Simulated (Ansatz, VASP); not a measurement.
**One calculation of BN, two programs**

INCAR

```
PREC = Accurate ; ENCUT = 520
EDIFF = 1E-6 ; ISMEAR = 0
SIGMA = 0.01 ; LREAL = False
LASPH = True ; NELM = 80
ALGO = Normal ; ISIF = 2
LWAVE = False ; LCHARG = False
GGA = PS ; NBANDS = 16
```

The input KPOINTS:

```
Automatic mesh
0
Gamma
  12 12 6
```

The input POSCAR:

```
BN
1.0
    2.5405666191      0.0000000000      0.0000000000
   -1.2702833096      2.2001952322      0.0000000000
    0.0000000000      0.0000000000      4.2026461249
B N
2 2
Direct
    0.3333333333      0.6666666667     -0.0630000000
    0.6666666667      0.3333333333      0.4370000000
    0.3333333333      0.6666666667      0.4370000000
    0.6666666667      0.3333333333      0.9370000000
```

Input for Ansatz:

```yaml
crystal:
  lattice:
    - [2.5405666191, 0.0, 0.0]
    - [-1.2702833096, 2.2001952322, 0.0]
    - [0.0, 0.0, 4.2026461249]
  atoms:
    - { symbol: B, position: [0.3333333333, 0.6666666667, -0.063] }
    - { symbol: B, position: [0.6666666667, 0.3333333333, 0.437] }
    - { symbol: "N", position: [0.3333333333, 0.6666666667, 0.437] }
    - { symbol: "N", position: [0.6666666667, 0.3333333333, 0.937] }
basis:
  ecutwfc: 420
  xc_grid: 2
kpoints:
  mp_grid: { grid: [12, 12, 6] }
hamiltonian:
  xc: pbesol
  pseudopotentials: { kind: paw, azcp: { folder: soft_1 } }
scf:
  occupations: { method: fixed }
output:
  forces: true
  stress: true
  eigenvalues: true
  polarization: {}
```

Change from the starting cell: polar distortion scaled by 0.00.

Alike in both runs: task single point; functional PBEsol; k mesh 12 × 12 × 6; no spin polarisation.

|  | VASP | Ansatz |
| --- | --- | --- |
| version | VASP 6.6.1 | Ansatz 0.2.0 |
| potentials or method | VASP PAW PBE potentials, release 64 (B, N) | scalar-relativistic, plane waves, PAW |
| plane-wave cutoff (eV) | 520 | 420 |
| occupations | gaussian, width 0.01 eV | fixed |
| valence electrons in the cell | 16 | 16 |

```csv
,VASP,Ansatz,Ansatz less VASP
gap on the k mesh at the Fermi level (eV),3.02,3.03,+0.009
least direct gap on the mesh (eV),4.68,4.68,+0.003
pressure (GPa),28.3,27.5,-0.84
largest component of the traceless stress (GPa),40.85,41.69,+0.845
```

Ansatz warned: «pseudo_functional_mismatch».

Caveats: so large a pressure means that the cell lies far from this level's equilibrium, or that cutoff or potentials fall short (VASP); the potentials were made for another functional, which shifts forces and pressure (VASP). A k mesh can miss the band edges.
